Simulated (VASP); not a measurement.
Na, 4 atoms in the cell. The cell holds a slab with vacuum, 4 atoms: a = 3.668 Å, b = 3.668 Å, c = 23.984 Å, α = 90.00°, β = 90.00°, γ = 109.47°. The slab is cut from a database's or a generator's crystal, which needn't be the stable form of the element. The cell isn't the ideal one: the (1 1 0) slab of Na, cut from the database cell, not relaxed.

```yaml
Program: VASP 6.6.1
Task: relaxation of the atoms
Functional: PBE
Potentials_or_basis: VASP PAW PBE potentials, release 64 (Na_pv)
Cutoff: 520 eV
k_mesh: 8 × 8 × 1
Occupations: gaussian, width 0.05 eV
Spin: no spin polarisation
Dipole_correction: yes
Atoms_held_fixed_from_0: "[0, 1]"
Further_INCAR_settings: ALGO = Normal; EDIFF = 1e-06; IBRION = 2; EDIFFG = -0.005; NSW = 60
```

Potentials or basis: VASP PAW PBE potentials, release 64 (Na_pv).

Command:

```console
$ cat potpaw_PBE.64/Na_pv/POTCAR > POTCAR
$ mpirun -np 1 vasp_std > vasp.out
```

Hardware: 1 thread of Intel(R) Xeon(R) Platinum 8559C (Emerald Rapids), on a shared host.

How long does it take, and how much memory?

Run time: 9.7 min on 1 thread of Intel(R) Xeon(R) Platinum 8559C (Emerald Rapids), with other jobs on the host, peak memory 0.41 GiB. Counts: scf iterations 77, k points 21, ion steps 12.
